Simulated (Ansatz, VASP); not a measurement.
# Cross-check of C61N2 between VASP and Ansatz

One calculation is typed for both programs; each brings its own data sets. How far apart do they land? The structure shown is the start of the Ansatz relaxation below; VASP solves that cell, so the two are compared at the walk's first step.

Program: Ansatz 0.2.0. Level of theory: plane waves, with VASP 6.6.1 beside it; single point at PBE. Results are calculated unless marked as measured.

### Step 1. The structure

The cell holds 63 atoms: 61 C and 2 N. Its edges and angles: a = 7.143 Å, b = 7.143 Å, c = 7.143 Å, α = 90.0°, β = 90.0°, γ = 90.0°. It derives from C (C (Fd-3m)). Nearest the centre at fractional (0.292, 0.375, 0.375): N63 at 1.28 Å, N62 at 1.30 Å, C39 at 1.96 Å, C46 at 1.97 Å, C12 at 2.14 Å, C19 at 2.15 Å, C5 at 2.15 Å, C4 at 2.15 Å. The cell carries charge −1.

### Step 2. Ansatz: relaxation, PBE

Ansatz runs on its default PAW (the set named soft_2) files.

The two programs are compared at the cell with which this relaxation starts, whose forces are those of its first step.

Contents of input.yaml:

```yaml
relax:
  f_tol: 0.02
  max_steps: 80
  random_displacement: { amplitude: 0.02, seed: 80 }
crystal:
  lattice:
    - [7.14316351, 0.0, 0.0]
    - [0.0, 7.14316351, 0.0]
    - [0.0, 0.0, 7.14316351]
  atoms:
    - { symbol: C, position: [0.0, 0.0, 0.25] }
    - { symbol: C, position: [0.0, 0.25, 0.0] }
    - { symbol: C, position: [0.25, 0.0, 0.0] }
    - { symbol: "N", position: [0.25, 0.25, 0.25] }
    - { symbol: C, position: [0.125, 0.125, 0.375] }
    - { symbol: C, position: [0.125, 0.375, 0.125] }
    - { symbol: C, position: [0.375, 0.125, 0.125] }
    - { symbol: C, position: [0.0, 0.0, 0.75] }
    - { symbol: C, position: [0.0, 0.25, 0.5] }
    - { symbol: C, position: [0.25, 0.0, 0.5] }
    - { symbol: C, position: [0.25, 0.25, 0.75] }
    - { symbol: C, position: [0.125, 0.125, 0.875] }
    - { symbol: C, position: [0.125, 0.375, 0.625] }
    - { symbol: C, position: [0.375, 0.125, 0.625] }
    - { symbol: C, position: [0.375, 0.375, 0.875] }
    - { symbol: C, position: [0.0, 0.5, 0.25] }
    - { symbol: C, position: [0.0, 0.75, 0.0] }
    - { symbol: C, position: [0.25, 0.5, 0.0] }
    - { symbol: C, position: [0.25, 0.75, 0.25] }
    - { symbol: C, position: [0.125, 0.625, 0.375] }
    - { symbol: C, position: [0.125, 0.875, 0.125] }
    - { symbol: C, position: [0.375, 0.625, 0.125] }
    - { symbol: C, position: [0.375, 0.875, 0.375] }
    - { symbol: C, position: [0.0, 0.5, 0.75] }
    - { symbol: C, position: [0.0, 0.75, 0.5] }
    - { symbol: "N", position: [0.25, 0.5, 0.5] }
    - { symbol: C, position: [0.25, 0.75, 0.75] }
    - { symbol: C, position: [0.125, 0.625, 0.875] }
    - { symbol: C, position: [0.125, 0.875, 0.625] }
    - { symbol: C, position: [0.375, 0.625, 0.625] }
    - { symbol: C, position: [0.375, 0.875, 0.875] }
    - { symbol: C, position: [0.5, 0.0, 0.25] }
    - { symbol: C, position: [0.5, 0.25, 0.0] }
    - { symbol: C, position: [0.75, 0.0, 0.0] }
    - { symbol: C, position: [0.75, 0.25, 0.25] }
    - { symbol: C, position: [0.625, 0.125, 0.375] }
    - { symbol: C, position: [0.625, 0.375, 0.125] }
    - { symbol: C, position: [0.875, 0.125, 0.125] }
    - { symbol: C, position: [0.875, 0.375, 0.375] }
    - { symbol: C, position: [0.5, 0.0, 0.75] }
    - { symbol: C, position: [0.5, 0.25, 0.5] }
    - { symbol: C, position: [0.75, 0.0, 0.5] }
    - { symbol: C, position: [0.75, 0.25, 0.75] }
    - { symbol: C, position: [0.625, 0.125, 0.875] }
    - { symbol: C, position: [0.625, 0.375, 0.625] }
    - { symbol: C, position: [0.875, 0.125, 0.625] }
    - { symbol: C, position: [0.875, 0.375, 0.875] }
    - { symbol: C, position: [0.5, 0.5, 0.25] }
    - { symbol: C, position: [0.5, 0.75, 0.0] }
    - { symbol: C, position: [0.75, 0.5, 0.0] }
    - { symbol: C, position: [0.75, 0.75, 0.25] }
    - { symbol: C, position: [0.625, 0.625, 0.375] }
    - { symbol: C, position: [0.625, 0.875, 0.125] }
    - { symbol: C, position: [0.875, 0.625, 0.125] }
    - { symbol: C, position: [0.875, 0.875, 0.375] }
    - { symbol: C, position: [0.5, 0.5, 0.75] }
    - { symbol: C, position: [0.5, 0.75, 0.5] }
    - { symbol: C, position: [0.75, 0.5, 0.5] }
    - { symbol: C, position: [0.75, 0.75, 0.75] }
    - { symbol: C, position: [0.625, 0.625, 0.875] }
    - { symbol: C, position: [0.625, 0.875, 0.625] }
    - { symbol: C, position: [0.875, 0.625, 0.625] }
    - { symbol: C, position: [0.875, 0.875, 0.875] }
total_charge: -1
basis:
  ecutwfc: 420
  xc_grid: 2
hamiltonian:
  xc: pbe
kpoints:
  mp_grid: { grid: [2, 2, 2], shift: [0.5, 0.5, 0.5] }
magnetization:
  spin_polarized: true
  initial_magnetization: 1
  spin_locking: { lock_magnetization: hard }
scf:
  occupations: { method: fermi_dirac, width: 0.01 }
  max_iter: 120
output:
  forces: true
checkpoint:
  write: "../relax.run"
  compress: false
  write_wavefunctions: true
  write_every: 100000
```

The run is started by

```
> ansatz run input.yaml --threads 2 --pin off --max-ram 3768MiB --backend cpu --events-out ev --progress --plain --runs-dir out
```

Numbers of over 12 decimals in the logs are rounded to 6 here.

The program printed:

```text
Engine: ansatz 0.2.0, x86_64-unknown-linux-gnu
Pseudopotentials: kind: paw
Pseudopotential: C, paw, valence charge 4, recommended cutoff 420 eV (normal), C.paw.azcp
Pseudopotential: N, paw, valence charge 5, recommended cutoff 420 eV (normal), N.paw.azcp
Functional definition: PBE
  parameter kappa = 0.804
  parameter beta = 0.066725
  exchange = pbe_x(kappa = kappa, mu = beta*pi^2/3)
  correlation = pbe_c(beta = beta)
Crystal: 63 atoms, lattice volume = 364.478 Å³
Basis set: ecut = 420 eV, 7123 PW (Γ), exchange–correlation on 96×96×96 points (8 copies of the dense FFT grid, shifted against one another)
Bands: 191, of which v1, the nominal top of the filled ones, is band 128 counted from 1 (127 counted from 0)
Symmetry: 1 space group operations
k-points: 4 of 8 (time reversal used)
Non-local potential: C, projectors of the file, l = 0: 2, l = 1: 2, l = 2: 1
Non-local potential: N, projectors of the file, l = 0: 2, l = 1: 2, l = 2: 1
PAW form: soft (Blöchl's): semilocal exchange-correlation on the pseudo side does not see the compensation charge
PAW one-centre angular grid: C, 110 points (default); XC on 64 Gauss nodes
PAW one-centre angular grid: N, 110 points (default); XC on 64 Gauss nodes
Initial density: superposition of atomic densities (chi_scale 0.1, normalization cell, long waves kept (reshape's long-wave potential 0.33 eV rms))
Starting moments: Σ|m| = 1 μB on 63 of 63 sites
Initial wavefunctions: pseudopotential atomic-orbital guess
Functional: x = pbe(κ = 0.804, μ = 0.219515), c = pbe(β = 0.066725)
SCF iter   1: F=—  HF=-16061.911193 eV  |F-HF|=—  |Δ(HF+E_count)|=         —  Δρ=7.05e-2 (↑7.05e-2 ↓6.93e-2)  dr2=5.34e1  dr2_m=2.35e-1  M=1.000 μB ∫|m|=1.001 μB  β_m=0.30  ethr=3.10e-3  ⟨swp⟩=6.8  Hψ=6412  notcnv=0  defer=138
preconditioner: auto → Resta (q_TF=auto, 2.571 Å⁻¹)  ε∞=4.4  [insulator: Δε(μ)=0.382 eV  Ē_g=16.851 eV  σ=0.010 eV  W_gap=1.00  n_scr=92 (ndim 8)  ℏωp=31.1 eV  f_vac=0.000  D(μ)=0.00/eV (n_scr^D=0)  ε∞_Penn≈4.4]
spin=Collinear: Resta preconditioning applied to the charge; magnetization (m = ρ↑ − ρ↓) channel mixes plain (no charge-response kernel on spin).
SCF iter   2: F=—  HF=-16054.068103 eV  |F-HF|=—  |Δ(HF+E_count)|=    7.84e0  Δρ=5.11e-2 (↑5.11e-2 ↓5.04e-2)  dr2=2.79e1  dr2_m=1.34e-1  M=1.000 μB ∫|m|=1.009 μB  β_m=0.65  ethr=3.10e-3  ⟨swp⟩=3.0  Hψ=2850  notcnv=0  defer=438
SCF iter   3: F=—  HF=-16045.462461 eV  |F-HF|=—  |Δ(HF+E_count)|=    8.61e0  Δρ=5.22e-3 (↑5.11e-3 ↓5.22e-3)  dr2=2.63e-1  dr2_m=5.57e-4  M=1.000 μB ∫|m|=1.095 μB  β_m=0.67  ethr=3.10e-3  ⟨swp⟩=3.1  Hψ=2326  notcnv=0  defer=438
SCF iter   4: F=—  HF=-16045.537924 eV  |F-HF|=—  |Δ(HF+E_count)|=   7.55e-2  Δρ=2.31e-3 (↑2.31e-3 ↓2.31e-3)  dr2=4.15e-2  dr2_m=1.21e-4  M=1.000 μB ∫|m|=1.107 μB  β_m=0.76  ethr=1.03e-4  ⟨swp⟩=2.1  Hψ=2372  notcnv=0  defer=453
SCF iter   5: F=—  HF=-16045.573827 eV  |F-HF|=—  |Δ(HF+E_count)|=   3.59e-2  Δρ=6.50e-4 (↑5.98e-4 ↓6.50e-4)  dr2=3.25e-3  dr2_m=3.13e-5  M=1.000 μB ∫|m|=1.113 μB  β_m=0.77  ethr=1.63e-5  ⟨swp⟩=2.9  Hψ=2246  notcnv=0  defer=453
SCF iter   6: F=—  HF=-16045.577430 eV  |F-HF|=—  |Δ(HF+E_count)|=   3.60e-3  Δρ=1.88e-4 (↑1.43e-4 ↓1.88e-4)  dr2=3.34e-4  dr2_m=9.74e-6  M=1.000 μB ∫|m|=1.116 μB  β_m=0.75  ethr=1.27e-6  ⟨swp⟩=2.0  Hψ=2150  notcnv=0  defer=453
SCF iter   7: F=—  HF=-16045.577578 eV  |F-HF|=—  |Δ(HF+E_count)|=   1.48e-4  Δρ=7.53e-5 (↑4.71e-5 ↓7.53e-5)  dr2=4.78e-5  dr2_m=2.02e-6  M=1.000 μB ∫|m|=1.116 μB  β_m=0.72  ethr=1.31e-7  ⟨swp⟩=2.4  Hψ=1972  notcnv=0  defer=453
SCF iter   8: F=-16045.577597 eV  HF=-16045.577595 eV  |F-HF|=2.26e-6  |Δ(HF+E_count)|=   1.71e-5  Δρ=1.88e-5 (↑1.64e-5 ↓1.88e-5)  dr2=2.17e-6  dr2_m=4.74e-8  M=1.000 μB ∫|m|=1.117 μB  ethr=3.92e-9  ⟨swp⟩=4.0  Hψ=3685  notcnv=0
SCF 1 converged in 8 iterations: F = -16045.577597 eV  dr2 = 2.17e-6
  greatest PAW one-centre occupation: 0.795 electrons in one spin orbital (limit 2), on the N atom at site 25 (counted from 0), in its partial waves of l = 0
relax step   1: F+E_penalty+E_count = -16045.57759715 eV  Δ(F+E_penalty+E_count) = +0.000e0 eV  max|allowed force component| = 2.222e0 eV/Å  Δτ_max = 0.0000 Å  (8 SCF iters, dr2 threshold 1.00e-5 eV, accepted)
Initial density: handed on by an earlier stage of this run
Starting moments: Σ|m| = 1 μB on 63 of 63 sites; this step starts from the density that it was given
Initial wavefunctions: those handed on with the density
iter 1 solved again at ethr=1.65e-4 eV; its pass at ethr=3.10e-3 eV (dr2=4.20e-1 eV) is discarded
SCF iter   1: F=—  HF=-16046.709952 eV  |F-HF|=—  |Δ(HF+E_count)|=         —  Δρ=7.93e-3 (↑7.93e-3 ↓7.58e-3)  dr2=4.25e-1  dr2_m=5.56e-3  M=1.000 μB ∫|m|=1.115 μB  β_m=0.30  ethr=1.65e-4  ⟨swp⟩=1.0  Hψ=6889  notcnv=0  defer=454
[...]
k-point 3 ↓: bands = [... 124 lower, 11.8932, 12.7108, 14.5361, 16.0354, 17.7168, 17.8710, 17.8864, 17.9840, ... 59 higher]
--- Relaxed structure (6 steps of the walk, 6 accepted, 0 SCFs on fresh bases) ---
  F+E_penalty+E_count = -16046.93411344 eV   max|allowed force component| = 9.661e-3 eV/Å
  atoms:
    - { symbol: C, position: [-0.00137739, -0.0014344, 0.249767] }
    - { symbol: C, position: [-0.00137507, 0.249941, -0.00160992] }
    - { symbol: C, position: [0.249877, -0.00130842, -0.00148417] }
    - { symbol: N, position: [0.239125, 0.239363, 0.239173] }
    - { symbol: C, position: [0.125675, 0.125966, 0.369036] }
    - { symbol: C, position: [0.125677, 0.369220, 0.125792] }
    - { symbol: C, position: [0.369561, 0.125658, 0.125486] }
    - { symbol: C, position: [-0.000175131, 0.000757066, 0.749066] }
    - { symbol: C, position: [0.00250684, 0.252607, 0.497212] }
    - { symbol: C, position: [0.251154, 0.00274412, 0.497540] }
    - { symbol: C, position: [0.251150, 0.252281, 0.747086] }
    - { symbol: C, position: [0.124836, 0.125781, 0.872983] }
    - { symbol: C, position: [0.125682, 0.380788, 0.623857] }
    - { symbol: C, position: [0.377122, 0.129179, 0.620644] }
    - { symbol: C, position: [0.374931, 0.374998, 0.874823] }
    - { symbol: C, position: [0.00249741, 0.497390, 0.252431] }
    - { symbol: C, position: [-0.000174212, 0.749241, 0.000584163] }
    - { symbol: C, position: [0.251148, 0.497716, 0.00256391] }
    - { symbol: C, position: [0.251151, 0.747255, 0.252110] }
    - { symbol: C, position: [0.125681, 0.624030, 0.380615] }
    - { symbol: C, position: [0.124836, 0.873162, 0.125611] }
    - { symbol: C, position: [0.377114, 0.620812, 0.129007] }
    - { symbol: C, position: [0.374927, 0.874999, 0.374826] }
    - { symbol: C, position: [-0.00136956, 0.500053, 0.751256] }
    - { symbol: C, position: [-0.00137287, 0.751429, 0.499880] }
    - { symbol: N, position: [0.239158, 0.510639, 0.510473] }
[...]
- { symbol: C, position: [0.498117, 0.498923, 0.747938] }
    - { symbol: C, position: [0.498110, 0.748112, 0.498742] }
    - { symbol: C, position: [0.749513, 0.500165, 0.499990] }
    - { symbol: C, position: [0.748838, 0.749939, 0.749766] }
    - { symbol: C, position: [0.623702, 0.624730, 0.874360] }
    - { symbol: C, position: [0.623704, 0.874537, 0.624558] }
    - { symbol: C, position: [0.874028, 0.625285, 0.625107] }
    - { symbol: C, position: [0.874334, 0.875000, 0.874825] }
```

### Step 3. VASP: single point, PBE, start cell

The same cell, functional, mesh and smearing now go to VASP, with its own data sets.

Lines of VASP's logs that name or quote its potential files are left out, and so is its time.

Contents of INCAR:

```
SYSTEM = C61N2
PREC = Accurate
ENCUT = 520
EDIFF = 1E-06
NELM = 200
ISMEAR = -1
SIGMA = 0.01
LREAL = Auto
ALGO = Normal
GGA = PE
NELECT = 255
NBANDS = 176
ISPIN = 2
MAGMOM = 0 0 0 0 0 -0 0 0 0 0 -0 0 -0 -0 0 0 0 0 0 -0 -0 -0 0 0 0 -0 -0 -0 0.01 0 0 0 0 -0.01 -0.01 -0 -0 0.02 0.18 0.01 0.01 -0 -0.01 -0 0 0.18 0.02 0.01 0.01 -0.01 -0 -0 0 0 0 0 0 -0 -0 -0 -0 0 0
LORBIT = 11
LWAVE = .FALSE.
LCHARG = .FALSE.
ISIF = 2
ISYM = 0
NUPDOWN = 1
LASPH = .TRUE.
GGA_COMPAT = .FALSE.
KPAR = 4
```

Contents of POSCAR:

```
C61N2
1.0
    7.1431635104      0.0000000000      0.0000000000
    0.0000000000      7.1431635104      0.0000000000
    0.0000000000      0.0000000000      7.1431635104
C N
61 2
Direct
    0.9988902676      0.0023801779      0.2509708755
    0.0002917475      0.2508565004      0.9973503336
    0.2512056454      0.0008007657      0.0023968372
    0.1238414883      0.1247247104      0.3724659244
    0.1238770467      0.3724515050      0.1247114109
    0.3724953231      0.1255368155      0.1261305301
    0.0005116781      0.9973328344      0.7493191206
    0.9984966045      0.2498575032      0.5023576731
    0.2489234633      0.0021949659      0.5013646957
    0.2517527420      0.2515406511      0.7484528378
    0.1247643287      0.1234222062      0.8726990487
    0.1241641744      0.3734037442      0.6228569448
    0.3726487566      0.1254431596      0.6235458552
    0.3737250304      0.3762260231      0.8728295231
    0.0009890576      0.5002073654      0.2473888491
    0.0007435081      0.7526455179      0.0005363170
    0.2506967673      0.5009808322      0.9974717084
    0.2525304086      0.7511923803      0.2498779424
    0.1226485994      0.6243651001      0.3763811365
    0.1237646316      0.8729447381      0.1235545006
    0.3733494265      0.6233434239      0.1234602846
    0.3737290902      0.8765999814      0.3769142336
    0.9976017629      0.4995869120      0.7486155108
    0.0005526963      0.7479559991      0.4981680728
    0.2497991258      0.7505225090      0.7472565891
    0.1233965873      0.6272463165      0.8754714898
    0.1251329329      0.8769417067      0.6229871392
    0.3739875191      0.6275305043      0.6243590803
    0.3742270489      0.8746637244      0.8776699555
    0.4986940303      0.9981961774      0.2516971643
    0.4981434339      0.2518021598      0.0010696941
    0.7475689157      0.9998597260      0.9986182593
    0.7482172279      0.2513197405      0.2517086438
    0.6263299158      0.1270229918      0.3735935760
    0.6273665713      0.3735196592      0.1247825279
    0.8767053968      0.1271615859      0.1244914804
    0.8724308202      0.3739256418      0.3752903033
    0.4988660829      0.9987761725      0.7477514679
    0.5003495993      0.2472236562      0.4999031584
    0.7524321671      0.0005020185      0.4987069097
    0.7486360899      0.2491358342      0.7522874133
    0.6233763225      0.1236019585      0.8768024127
    0.6237832850      0.3727411526      0.6261210448
    0.8727907447      0.1260498935      0.6263623944
    0.8770936002      0.3731411154      0.8750309286
    0.5026922588      0.5005653300      0.2505207948
    0.4996895276      0.7472185107      0.0000781166
    0.7485018357      0.5011443452      0.9979299088
    0.7493368998      0.7509437509      0.2525512677
    0.6223301474      0.6248946974      0.3758365598
    0.6270420653      0.8737351442      0.1264385169
    0.8753967330      0.6247593232      0.1222388370
    0.8724399198      0.8758833521      0.3757105652
    0.5016740825      0.4977814094      0.7503379969
    0.5013711355      0.7519238489      0.5015027298
    0.7499899718      0.5027997742      0.4999872948
    0.7523547504      0.7485513935      0.7504429924
    0.6235469752      0.6272190177      0.8741033284
    0.6223265075      0.8744176150      0.6244059783
    0.8762378169      0.6243560005      0.6274273287
    0.8727299873      0.8739972130      0.8737036456
    0.2512391040      0.2481422968      0.2516890447
    0.2502639058      0.4997189263      0.4972267532
```

Contents of KPOINTS:

```
Points of the shifted mesh
8
Reciprocal
 0.2500000000  0.2500000000  0.2500000000 1
 0.2500000000  0.2500000000  0.7500000000 1
 0.2500000000  0.7500000000  0.2500000000 1
 0.2500000000  0.7500000000  0.7500000000 1
 0.7500000000  0.2500000000  0.2500000000 1
 0.7500000000  0.2500000000  0.7500000000 1
 0.7500000000  0.7500000000  0.2500000000 1
 0.7500000000  0.7500000000  0.7500000000 1
```

Potentials, in the order of the species: C and N (PBE family, release 64).

The run is started by

```
> mpirun -np 8 vasp_std
```

The program printed:

```text
[banner, memory and clock lines left out]
running    8 mpi-ranks, on    1 nodes
[...]
|                                                                             |
|           W    W    AA    RRRRR   N    N  II  N    N   GGGG   !!!           |
|           W    W   A  A   R    R  NN   N  II  NN   N  G    G  !!!           |
|           W    W  A    A  R    R  N N  N  II  N N  N  G       !!!           |
|           W WW W  AAAAAA  RRRRR   N  N N  II  N  N N  G  GGG   !            |
|           WW  WW  A    A  R   R   N   NN  II  N   NN  G    G                |
|           W    W  A    A  R    R  N    N  II  N    N   GGGG   !!!           |
|                                                                             |
|     For optimal performance we recommend to set                             |
|       NCORE = 2 up to number-of-cores-per-socket                            |
|     NCORE specifies how many cores store one orbital (NPAR=cpu/NCORE).      |
|     This setting can greatly improve the performance of VASP for DFT.       |
[...]
DAV:   5    -0.573719807243E+03   -0.30446E-01   -0.30389E-01  7096   0.128E+00BRMIX: very serious problems
 the old and the new charge density differ
 old charge density:   254.00000 new  255.00000
BRMIX: very serious problems
 the old and the new charge density differ
 old charge density:   254.00000 new  255.00000
BRMIX: very serious problems
 the old and the new charge density differ
 old charge density:   254.00000 new  255.00000
BRMIX: very serious problems
 the old and the new charge density differ
 old charge density:   254.00000 new  255.00000
    0.314E+01
DAV:   6    -0.558033636999E+03    0.15686E+02   -0.12668E+01  6624   0.841E+00    0.185E+01
DAV:   7    -0.553169112559E+03    0.48645E+01   -0.13088E+01  6680   0.840E+00    0.491E+00
DAV:   8    -0.553261732637E+03   -0.92620E-01   -0.73015E-01  6912   0.220E+00    0.257E+00
DAV:   9    -0.553267681207E+03   -0.59486E-02   -0.89200E-02  6944   0.940E-01    0.841E-01
[...]
DAV:  15    -0.553269483080E+03   -0.85809E-05   -0.11251E-05  6712   0.917E-03    0.861E-03
DAV:  16    -0.553269487372E+03   -0.42919E-05   -0.73190E-06  6432   0.680E-03    0.350E-03
DAV:  17    -0.553269487515E+03   -0.14288E-06   -0.11876E-06  3888   0.268E-03
   1 F= -.55326949E+03 E0= -.55326949E+03  d E =-.164631E-12  mag=     1.0000
```

OUTCAR, selected parts (step 3):

```text
  FREE ENERGIE OF THE ION-ELECTRON SYSTEM (eV)
  ---------------------------------------------------
  free  energy   TOTEN  =      -553.2694875151 eV

  energy  without entropy=     -553.2694875151  energy(sigma->0) =     -553.26948752

 magnetization (x)
# of ion       s       p       d       tot
------------------------------------------
    1        0.000   0.001   0.000   0.001
    2        0.000   0.001   0.000   0.001
    3        0.000   0.000   0.000   0.000
    4        0.000   0.003   0.000   0.003
    5        0.001   0.003   0.000   0.004
    6       -0.000  -0.000   0.000  -0.000
    7        0.000   0.001   0.000   0.001
    8        0.000   0.001   0.000   0.001
    9        0.001   0.002   0.000   0.003
   10        0.001   0.002   0.000   0.003
   11       -0.000  -0.000   0.000  -0.000
   12        0.001   0.003   0.000   0.004
   13        0.000   0.002   0.000   0.002
[...]
--------------------------------------------------
tot          0.102   0.520   0.000   0.623

[... 1 further part left out ...]
```

The cell is charged against a uniform background.

The run ends at a pressure of 5.18 GPa, with forces up to 3.1 eV/Å.

### Step 4. Differences

Known differences besides the potentials themselves: VASP starts from the moments at which Ansatz ended; the cutoff is 420 eV in Ansatz and 520 eV in VASP (PREC = Accurate, projectors in real space). Total energies have different zeros and are not compared.

Forces on 9 of the 63 atoms, those with the largest forces and the largest differences (eV/Å; atoms numbered as in POSCAR):

```tsv
atom	Ansatz x, y, z	VASP x, y, z
C6	-0.260, 0.373, 0.699	-0.240, 0.378, 0.703
C12	0.743, 1.654, 0.044	0.750, 1.654, 0.032
C21	1.072, -0.624, 1.394	1.071, -0.633, 1.398
C28	-0.509, -1.370, -0.423	-0.495, -1.386, -0.429
C35	-1.461, 1.408, 0.777	-1.467, 1.410, 0.776
C39	2.128, -0.287, 0.891	2.113, -0.269, 0.881
C46	1.368, 0.573, -1.194	1.356, 0.562, -1.195
N62	-2.222, -1.053, -1.811	-2.228, -1.047, -1.814
N63	-1.791, 1.555, 1.711	-1.790, 1.557, 1.719
```

The forces differ by 6.6 meV/Å r.m.s., which is 0.9 % of the r.m.s. force of 0.726 eV/Å (both taken over all components). Moments aren't recorded for both runs of this pair, so they may hold unlike magnetic states. The cell carries a charge of -1 e against a uniform background, so its pressure also hangs on how the neutralising background is counted, and in a defect's cell a gap may be the spacing between its levels.

### Step 5. Results

* r.m.s. force difference (single point, PBE, start cell): 0.92 % of the r.m.s. force

**Reading.** The r.m.s. force difference is 0.92 % of the r.m.s. force (single point, PBE, start cell), within the 3 % picked in this series as the mark of a large difference. 1 further run of this series is not shown here. How closely two codes agree says nothing of how well the functional describes the real material.

[Lines on the potential files, build, host, timing and source positions are cut from VASP's logs without a mark.]

[Logs are printed without paths, hosts, clocks, repeated set-up lines and the standing remarks that a program may print on its own settings, such as how far it seeks lower states.]

[Hosts, paths, dates, database ids (printed as entryN), source tags and the programs' standing remarks are cut or masked in the printed files.]
